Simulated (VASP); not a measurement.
**LiH in VASP: one cell, several levels of theory**

LiH built on the rocksalt prototype, under -1.0 % biaxial strain in the (111) plane, free along [111] is computed at one geometry. Runs: PBE, r2SCAN. The results are then set beside those of Ansatz 0.2.0 for the same cell.

Program: VASP 6.6.1. PAW datasets, plane waves. Computed at 0 K without zero-point motion; spin polarisation is off.

## Step 1: The system as given

The cell comes from an earlier relaxation with r2SCAN in another program, then strained, with the atoms relaxed again.

It is trigonal, R-3m (No. 166); a = 2.804 Å, c = 6.940 Å in the conventional setting, 7.88 Å³ an atom. Near Li stand 6 H at 1.99 Å; near H stand 6 Li at 1.99 Å.

As a file:

Space group R-3m:H (No. 166). a = 2.804 Å, b = 2.804 Å, c = 6.940 Å, α = 90.00°, β = 90.00°, γ = 120.00°
```json
{"atom": "Li", "site": "3a", "symmetry": "-3m", "x": "0.0000", "y": "0.0000", "z": "0.0000"}
{"atom": "H", "site": "3b", "symmetry": "-3m", "x": "0.6667", "y": "0.3333", "z": "0.8333"}
```

## Step 2: Single point with PBE

The input, INCAR:

```
ENCUT = 520.000000
SIGMA = 0.020000
EDIFF = 1.00e-07
GGA = PE
PREC = Accurate
IBRION = -1
ISIF = 2
ISMEAR = -1
NBANDS = 9
NELM = 120
NSW = 0
LASPH = .TRUE.
LCHARG = .TRUE.
LELF = .TRUE.
LWAVE = .FALSE.
LREAL = .FALSE.
```

The input, KPOINTS:

```
KPOINTS created by Atomic Simulation Environment
0
Gamma
10 10 10
0 0 0
```

The input, KPOINTS_OPT:

```
special points
7
Reciprocal
0.0000000000 0.0000000000 0.0000000000 1
0.5000000000 0.0000000000 0.5000000000 1
0.6250000000 0.2500000000 0.6250000000 1
0.3750000000 0.3750000000 0.7500000000 1
0.5000000000 0.5000000000 0.5000000000 1
0.5000000000 0.2500000000 0.7500000000 1
0.0000000000 0.5000000000 0.5000000000 1
```

The input, POSCAR:

```
Li H
 1.0000000000000000
     0.0135630404000000    1.9965279331000001    1.9965279331000001
     1.9965279331000001    0.0135630404000000    1.9965279331000001
     1.9965279331000001    1.9965279331000001    0.0135630404000000
 Li  H
   1   1
Cartesian
  0.0000000000000000  0.0000000000000000  0.0000000000000000
  2.0033094533000000  2.0033094533000000  2.0033094533000000
```

Potentials: the recommended PBE PAW datasets, 4 valence electrons in the neutral cell.

Launch:

```
$ mpirun -np 1 vasp_std
```

Standard output, without the iteration lines:

```text
POSCAR found type information on POSCAR LiH
 POSCAR found :  2 types and       2 ions
 LDA part: xc-table for (Slater+PW92), standard interpolation
 POSCAR, INCAR and KPOINTS ok, starting setup
 FFT: planning ... GRIDC
 FFT: planning ... GRID_SOFT
 FFT: planning ... GRID
 WAVECAR not read
 entering main loop
 Start KPOINTS_OPT (optional k-point list driver)
k-point batch [1-7\7]
```

OSZICAR:

```text
N       E                     dE             d eps       ncg     rms          rms(c)
DAV:   1    -0.992998446468E+00   -0.99300E+00   -0.14619E+03  2112   0.404E+02
DAV:   2    -0.627646261932E+01   -0.52835E+01   -0.52558E+01  2920   0.588E+01
DAV:   3    -0.636932939811E+01   -0.92867E-01   -0.92829E-01  2518   0.605E+00
DAV:   4    -0.636980165458E+01   -0.47226E-03   -0.47220E-03  2847   0.377E-01
DAV:   5    -0.636980294242E+01   -0.12878E-05   -0.12878E-05  2542   0.178E-02    0.289E+00
DAV:   6    -0.618617213261E+01    0.18363E+00   -0.14690E-01  2299   0.120E+00    0.145E+00
DAV:   7    -0.612421407305E+01    0.61958E-01   -0.19239E-01  2445   0.155E+00    0.221E-01
DAV:   8    -0.612597214655E+01   -0.17581E-02   -0.42356E-03  2482   0.426E-01    0.438E-02
DAV:   9    -0.612593382897E+01    0.38318E-04   -0.15731E-04  2715   0.493E-02    0.634E-03
DAV:  10    -0.612593357608E+01    0.25289E-06   -0.62506E-06  2376   0.180E-02    0.237E-03
DAV:  11    -0.612593353461E+01    0.41465E-07   -0.19665E-07  3050   0.193E-03
   1 F= -.61259335E+01 E0= -.61259335E+01  d E =-.893360E-13
       N       E                     dE             ncg
DAV:   1     0.251797695503E+03   -0.17458E+04      134
DAV:   2     0.207415746341E+03   -0.44382E+02      163
DAV:   3     0.206812825000E+03   -0.60292E+00      167
DAV:   4     0.206811675515E+03   -0.11495E-02      188
DAV:   5     0.206811674056E+03   -0.14589E-05      168
DAV:   6     0.206811674046E+03   -0.10153E-07      178
```

The lines after F= are the extra pass for the points of KPOINTS_OPT, at fixed density; their E is not a total energy.

OUTCAR, selected sections:

```text
k-points           NKPTS =    116   k-points in BZ     NKDIM =    116   number of bands    NBANDS=      9

   NELECT =       4.0000    total number of electrons

   dimension x,y,z NGX =    24 NGY =   24 NGZ =   24
   dimension x,y,z NGXF=    48 NGYF=   48 NGZF=   48

  energy-cutoff  :      520.00
  volume of cell :       15.75
      direct lattice vectors                 reciprocal lattice vectors
     0.013563040  1.996527933  1.996527933    -0.253001241  0.251294122  0.251294122
     1.996527933  0.013563040  1.996527933     0.251294122 -0.253001241  0.251294122
     1.996527933  1.996527933  0.013563040     0.251294122  0.251294122 -0.253001241

 k-points in reciprocal lattice and weights: KPOINTS created by Atomic Simulation Env
   0.00000000  0.00000000  0.00000000       0.001
   0.10000000 -0.00000000 -0.00000000       0.006
   0.20000000 -0.00000000 -0.00000000       0.006
   0.30000000  0.00000000  0.00000000       0.006
   0.40000000  0.00000000  0.00000000       0.006
   0.50000000  0.00000000  0.00000000       0.003
   0.10000000  0.10000000 -0.00000000       0.006
   0.20000000  0.10000000 -0.00000000       0.012
[... 108 more k-points ...]

 E-fermi :   0.6811

 k-point     1 :       0.0000    0.0000    0.0000
  band No.  band energies     occupation
      1     -44.0769      2.00000
      2      -5.3221      2.00000
      3      16.5688      0.00000
      4      18.1032      0.00000
      5      18.4110      0.00000
      6      18.4110      0.00000
      7      22.8240      0.00000
      8      23.1910      0.00000
      9      23.1910      0.00000

 k-point     2 :       0.1000   -0.0000   -0.0000
  band No.  band energies     occupation
      1     -44.0722      2.00000
      2      -5.1429      2.00000
      3      15.0873      0.00000
      4      17.3326      0.00000
      5      17.7458      0.00000
      6      18.0008      0.00000
      7      22.4891      0.00000
      8      23.7262      0.00000
      9      24.0571      0.00000

 k-point     3 :       0.2000   -0.0000   -0.0000
  band No.  band energies     occupation
      1     -44.0594      2.00000
      2      -4.6183      2.00000
      3      11.7711      0.00000
      4      16.0114      0.00000
      5      17.1267      0.00000
      6      17.3393      0.00000
      7      23.3310      0.00000
      8      23.6511      0.00000
      9      23.7391      0.00000

 k-point     4 :       0.3000    0.0000    0.0000
  band No.  band energies     occupation
      1     -44.0437      2.00000
      2      -3.8101      2.00000
      3       8.5600      0.00000
      4      14.9383      0.00000
      5      16.7581      0.00000
      6      16.9308      0.00000
      7      21.5277      0.00000
      8      21.6357      0.00000
      9      24.9166      0.00000

 k-point     5 :       0.4000    0.0000    0.0000
  band No.  band energies     occupation
      1     -44.0309      2.00000
      2      -2.9201      2.00000
      3       6.1553      0.00000
      4      14.2387      0.00000
      5      16.7237      0.00000
      6      16.8531      0.00000
      7      19.9704      0.00000
      8      20.1210      0.00000
      9      26.7873      0.00000

 k-point     6 :       0.5000    0.0000    0.0000
  band No.  band energies     occupation
      1     -44.0260      2.00000
      2      -2.4731      2.00000
      3       5.1954      0.00000
      4      13.9973      0.00000
      5      16.8036      0.00000
      6      16.9057      0.00000
      7      19.3528      0.00000
      8      19.5309      0.00000
      9      27.8789      0.00000

 k-point     7 :       0.1000    0.1000   -0.0000
  band No.  band energies     occupation
      1     -44.0707      2.00000
      2      -5.0819      2.00000
      3      15.2517      0.00000
      4      16.5336      0.00000
      5      16.7483      0.00000
      6      19.1110      0.00000
      7      20.3399      0.00000
      8      25.2359      0.00000
      9      25.4775      0.00000

 k-point     8 :       0.2000    0.1000   -0.0000
  band No.  band energies     occupation
      1     -44.0606      2.00000
      2      -4.6644      2.00000
      3      12.8835      0.00000
      4      15.2463      0.00000
      5      15.5464      0.00000
      6      18.8299      0.00000
      7      20.6777      0.00000
      8      24.0823      0.00000
      9      26.5553      0.00000

[... the tables of k-points 9 to 116 left out ...]

  Total        0.0508378      0.0508378      0.0508378     -0.0336685     -0.0336685     -0.0336685
  in kB        5.1699853      5.1699853      5.1699853     -3.4239375     -3.4239375     -3.4239375
  external PRESSURE =       5.1699853 kB  Pullay stress =       0.0000000 kB

 POSITION                                       TOTAL-FORCE (eV/Angst)
 -----------------------------------------------------------------------------------
      0.00000      0.00000      0.00000         0.000000      0.000000      0.000000
      2.00331      2.00331      2.00331         0.000000     -0.000000     -0.000000
 -----------------------------------------------------------------------------------
    total drift:                                0.000000     -0.000000     -0.000000

  FREE ENERGIE OF THE ION-ELECTRON SYSTEM (eV)
  ---------------------------------------------------
  free  energy   TOTEN  =        -6.1259335346 eV

  energy  without entropy=       -6.1259335346  energy(sigma->0) =       -6.12593353
```

Hardware: 1 MPI rank of Intel Xeon Platinum 8488C, shared host.

The levels at the points of KPOINTS_OPT are read from vasprun.xml.

Band energies at the special points (eV, zero at the top of v, the last band that the electrons fill by count):

```tsv
point	v−1	v	c	c+1
Γ	-44.27	-5.52	16.37	17.91
X	-44.21	0.00	2.96	10.81
U	-44.21	-0.55	4.12	7.64
K	-44.21	-0.55	4.12	7.64
L	-44.22	-2.76	4.90	13.99
W	-44.21	-0.24	5.27	5.30
```

Gap with PBE: 2.96 eV, direct (X). The pressure is 0.52 GPa; the forces vanish within 0.01 eV/Å.

The maps below are laid out on this run's own conventional cell (a, b, c = 2.804, 2.804, 6.940 Å).

Density in a lattice plane of the grid's cell (edges 2.80 and 6.94 Å, at 0.000 of the third edge), which holds Li and H.

Ten even steps from ' ' (0.05 e/Å³) to '@' (10.76 e/Å³):
```
--..              ..
                    
                    
                    
                    
                    
                    
                    
                    
..                  
                    
                    
                    
                    
                    
                    
                    
                    
--..              ..
@@==              ==
```
Columns run along the first of these edges and rows up along the second, over one cell in 10 and 20 even steps from the bottom left corner. Atoms in the plane (fractional): Li at (0.00, 0.00), H at (0.00, 0.50).

ELF in the same plane.

Values, 12 rows by 6 columns:
```
0.21 0.02 0.31 0.67 0.31 0.02
0.06 0.19 0.77 0.94 0.77 0.19
0.08 0.13 0.30 0.36 0.30 0.13
0.38 0.21 0.03 0.02 0.03 0.21
0.99 0.96 0.35 0.04 0.35 0.96
1.00 1.00 0.76 0.12 0.76 1.00
0.99 0.96 0.35 0.04 0.35 0.96
0.38 0.21 0.03 0.02 0.03 0.21
0.08 0.13 0.30 0.36 0.30 0.13
0.06 0.19 0.77 0.94 0.77 0.19
0.21 0.02 0.31 0.67 0.31 0.02
1.00 0.49 0.03 0.13 0.03 0.49
```
Columns run along the first of these edges and rows up along the second, over one cell in 6 and 12 even steps from the bottom left corner. Atoms in the plane (fractional): Li at (0.00, 0.00), H at (0.00, 0.50).

Both are smooth fields of the valence electrons: close to the nuclei they are not physical.

The highest ELF values outside the cores: 1.00 at H.

## Step 3: Single point with r2SCAN

The input, INCAR:

```
ENCUT = 520.000000
SIGMA = 0.010000
EDIFF = 1.00e-07
ALGO = Normal
METAGGA = R2SCAN
PREC = Accurate
IBRION = -1
ISIF = 2
ISMEAR = 0
NBANDS = 9
NELM = 120
NSW = 0
LASPH = .TRUE.
LCHARG = .FALSE.
LWAVE = .FALSE.
LREAL = .FALSE.
```

KPOINTS is that of step 2.

KPOINTS_OPT is that of step 2.

POSCAR is that of step 2.

Launch:

```
$ mpirun -np 1 vasp_std
```

Standard output, without the iteration lines:

```text
POSCAR found type information on POSCAR LiH
 POSCAR found :  2 types and       2 ions
 -----------------------------------------------------------------------------
|                                                                             |
|                                                                             |
|     You enforced a specific xc type in the INCAR file but a different       |
|     I HOPE YOU KNOW WHAT YOU ARE DOING!                                     |
|                                                                             |
 -----------------------------------------------------------------------------

 LDA part: xc-table for (None), standard interpolation
 POSCAR, INCAR and KPOINTS ok, starting setup
 FFT: planning ... GRIDC
 FFT: planning ... GRID_SOFT
 FFT: planning ... GRID
 WAVECAR not read
 entering main loop
 Start KPOINTS_OPT (optional k-point list driver)
k-point batch [1-7\7]
```

OSZICAR:

```text
N       E                     dE             d eps       ncg     rms          rms(c)
DAV:   1    -0.173692735358E+01   -0.17369E+01   -0.15080E+03  2104   0.415E+02
DAV:   2    -0.730966298254E+01   -0.55727E+01   -0.55436E+01  2889   0.620E+01
DAV:   3    -0.741290588808E+01   -0.10324E+00   -0.10320E+00  2597   0.662E+00
DAV:   4    -0.741342354686E+01   -0.51766E-03   -0.51762E-03  2879   0.412E-01
DAV:   5    -0.741342447135E+01   -0.92448E-06   -0.92447E-06  2626   0.164E-02    0.275E+00
DAV:   6    -0.687986532804E+01    0.53356E+00   -0.16111E-01  2586   0.267E+00    0.162E+00
DAV:   7    -0.681585969129E+01    0.64006E-01   -0.19179E-01  2139   0.206E+00    0.287E-01
DAV:   8    -0.681628475545E+01   -0.42506E-03   -0.61775E-03  2446   0.533E-01    0.120E-01
DAV:   9    -0.681679463876E+01   -0.50988E-03   -0.10332E-03  2511   0.229E-01    0.220E-02
DAV:  10    -0.681677511996E+01    0.19519E-04   -0.48453E-05  2411   0.537E-02    0.330E-03
DAV:  11    -0.681677256701E+01    0.25529E-05   -0.17636E-06  2575   0.131E-02    0.641E-04
DAV:  12    -0.681677172044E+01    0.84657E-06   -0.72373E-08  2593   0.208E-03    0.274E-04
DAV:  13    -0.681677162935E+01    0.91086E-07   -0.25958E-09  1343   0.459E-04
   1 F= -.68167716E+01 E0= -.68167716E+01  d E =-.176451-170
       N       E                     dE             ncg
DAV:   1     0.228028341594E+03   -0.17695E+04      134
DAV:   2     0.179443746799E+03   -0.48585E+02      163
DAV:   3     0.178685073975E+03   -0.75867E+00      160
DAV:   4     0.178682499569E+03   -0.25744E-02      186
DAV:   5     0.178682494242E+03   -0.53273E-05      178
DAV:   6     0.178682494214E+03   -0.27984E-07      195
```

From OUTCAR:

```text
k-points           NKPTS =    116   k-points in BZ     NKDIM =    116   number of bands    NBANDS=      9

   NELECT =       4.0000    total number of electrons

   dimension x,y,z NGX =    24 NGY =   24 NGZ =   24
   dimension x,y,z NGXF=    48 NGYF=   48 NGZF=   48

  energy-cutoff  :      520.00
  volume of cell :       15.75
      direct lattice vectors                 reciprocal lattice vectors
     0.013563040  1.996527933  1.996527933    -0.253001241  0.251294122  0.251294122
     1.996527933  0.013563040  1.996527933     0.251294122 -0.253001241  0.251294122
     1.996527933  1.996527933  0.013563040     0.251294122  0.251294122 -0.253001241

 k-points in reciprocal lattice and weights: KPOINTS created by Atomic Simulation Env
   0.00000000  0.00000000  0.00000000       0.001
   0.10000000 -0.00000000 -0.00000000       0.006
   0.20000000 -0.00000000 -0.00000000       0.006
   0.30000000  0.00000000  0.00000000       0.006
   0.40000000  0.00000000  0.00000000       0.006
   0.50000000  0.00000000  0.00000000       0.003
   0.10000000  0.10000000 -0.00000000       0.006
   0.20000000  0.10000000 -0.00000000       0.012
[... 108 more k-points ...]

 E-fermi :   0.1101

 k-point     1 :       0.0000    0.0000    0.0000
  band No.  band energies     occupation
      1     -45.7978      2.00000
      2      -5.6152      2.00000
      3      17.8462      0.00000
      4      19.3216      0.00000
      5      19.6636      0.00000
      6      19.6636      0.00000
      7      23.7665      0.00000
      8      24.1403      0.00000
      9      24.1403      0.00000

 k-point     2 :       0.1000   -0.0000   -0.0000
  band No.  band energies     occupation
      1     -45.7933      2.00000
      2      -5.4326      2.00000
      3      16.0688      0.00000
      4      18.5514      0.00000
      5      18.9069      0.00000
      6      19.1870      0.00000
      7      23.7795      0.00000
      8      24.8083      0.00000
      9      25.1539      0.00000

 k-point     3 :       0.2000   -0.0000   -0.0000
  band No.  band energies     occupation
      1     -45.7809      2.00000
      2      -4.8992      2.00000
      3      12.4772      0.00000
      4      17.1651      0.00000
      5      18.2341      0.00000
      6      18.4684      0.00000
      7      24.7473      0.00000
      8      24.8147      0.00000
      9      24.8247      0.00000

 k-point     4 :       0.3000    0.0000    0.0000
  band No.  band energies     occupation
      1     -45.7657      2.00000
      2      -4.0830      2.00000
      3       9.1188      0.00000
      4      16.0118      0.00000
      5      17.8815      0.00000
      6      18.0756      0.00000
      7      22.3793      0.00000
      8      22.4765      0.00000
      9      26.5570      0.00000

 k-point     5 :       0.4000    0.0000    0.0000
  band No.  band energies     occupation
      1     -45.7534      2.00000
      2      -3.1978      2.00000
      3       6.6435      0.00000
      4      15.2607      0.00000
      5      17.9612      0.00000
      6      18.1088      0.00000
      7      20.6050      0.00000
      8      20.7487      0.00000
      9      28.5568      0.00000

 k-point     6 :       0.5000    0.0000    0.0000
  band No.  band energies     occupation
      1     -45.7487      2.00000
      2      -2.7611      2.00000
      3       5.6698      0.00000
      4      15.0027      0.00000
      5      18.1884      0.00000
      6      18.2962      0.00000
      7      19.8068      0.00000
      8      19.9922      0.00000
      9      29.7047      0.00000

 k-point     7 :       0.1000    0.1000   -0.0000
  band No.  band energies     occupation
      1     -45.7918      2.00000
      2      -5.3702      2.00000
      3      16.2958      0.00000
      4      17.5435      0.00000
      5      17.7755      0.00000
      6      20.6437      0.00000
      7      21.3199      0.00000
      8      26.4685      0.00000
      9      26.7324      0.00000

 k-point     8 :       0.2000    0.1000   -0.0000
  band No.  band energies     occupation
      1     -45.7821      2.00000
      2      -4.9447      2.00000
      3      13.6558      0.00000
      4      16.2021      0.00000
      5      16.4876      0.00000
      6      20.3744      0.00000
      7      21.8387      0.00000
      8      24.8994      0.00000
      9      28.0353      0.00000

[... the tables of k-points 9 to 116 left out ...]

  Total        0.0235535      0.0235535      0.0235535     -0.0368457     -0.0368457     -0.0368457
  in kB        2.3952935      2.3952935      2.3952935     -3.7470478     -3.7470478     -3.7470478
  external PRESSURE =       2.3952935 kB  Pullay stress =       0.0000000 kB

 POSITION                                       TOTAL-FORCE (eV/Angst)
 -----------------------------------------------------------------------------------
      0.00000      0.00000      0.00000         0.000000     -0.000000      0.000000
      2.00331      2.00331      2.00331        -0.000000      0.000000     -0.000000
 -----------------------------------------------------------------------------------
    total drift:                                0.000000     -0.000000     -0.000000

  FREE ENERGIE OF THE ION-ELECTRON SYSTEM (eV)
  ---------------------------------------------------
  free  energy   TOTEN  =        -6.8167716294 eV

  energy  without entropy=       -6.8167716294  energy(sigma->0) =       -6.81677163
```

Hardware: 1 MPI rank of Intel Xeon Platinum 8488C, shared host.

The levels at the points of KPOINTS_OPT are read from vasprun.xml.

Band energies at the special points (eV, zero at the top of v, the last band that the electrons fill by count):

```tsv
point	v−1	v	c	c+1
Γ	-45.71	-5.53	17.93	19.41
X	-45.65	0.00	3.57	11.74
U	-45.65	-0.56	4.77	8.46
K	-45.65	-0.56	4.77	8.46
L	-45.67	-2.78	5.65	15.28
W	-45.65	-0.25	5.97	6.00
```

r2SCAN gives a direct gap of 3.57 eV at X. The pressure is 0.24 GPa; the forces vanish within 0.01 eV/Å.

## Step 4: What came out

```
 level  gap (eV)  pressure (GPa)  Ansatz: gap (eV)  Ansatz: pressure (GPa)
   PBE      2.96            0.52              2.97                    0.78
r2SCAN      3.57            0.24              3.62                    0.73
```

In words: The gap runs from 2.96 eV (PBE) to 3.57 eV (r2SCAN). The two programs agree on the gap within 0.06 eV, far less than the spread between functionals. Each program uses its own PAW datasets and cutoff.
